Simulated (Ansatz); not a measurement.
# NaI: the cost of one run

Computed with Ansatz 0.2.0 (DFT PBE, scalar-relativistic, plane waves, PAW, unless a step's input says otherwise).

## (1) The starting structure

It takes space group R-3m (No. 166, trigonal). Conventional cell: a = 3.987 Å, b = 3.987 Å, c = 15.255 Å, α = 90.00°, β = 90.00°, γ = 120.00°. Na (site symmetry -3m) is surrounded by 6 I at 3.43 Å. Around I (site symmetry -3m) lie 6 Na at 3.43 Å.

Coordinates:

```
Na I
1.0
     1.99344    1.15091    5.08488
    -1.99344    1.15091    5.08488
     0.00000   -2.30182    5.08488
Na I
1 1
Direct
  0.50000 0.50000 0.50000
  0.00000 0.00000 0.00000
```

The cell is invented: random cell by space group and Wyckoff sites (R-3m, No. 166). Lengths come from tabulated atomic sizes and are only a guess.

## (2) A first look at the guess

Contents of input.yaml:

```yaml
crystal:
  lattice:
    - [1.99343868, 1.15091236, 5.08488227]
    - [-1.99343868, 1.15091236, 5.08488227]
    - [0.0, -2.30182472, 5.08488227]
  atoms:
    - { symbol: Na, position: [0.5, 0.5, 0.5] }
    - { symbol: I, position: [0.0, 0.0, 0.0] }
basis:
  ecutwfc: 420
kpoints:
  mp_grid: { grid: [6, 6, 6] }
hamiltonian:
  xc: pbe
scf:
  occupations: { method: gaussian, width: 0.1 }
  lower_state_search: "off"
output:
  forces: true
  stress: true
  eigenvalues: true
```

Run with:

```bash
ansatz run input.yaml --threads 1 --pin off --max-ram 2048MiB --backend cpu --events-out ev --progress --plain --runs-dir out
```

**Question.** How long does this run take on 1 thread of Arm Neoverse V2, shared host, and how much memory does it need?

About 2 s, with a peak of 0.35 GiB.
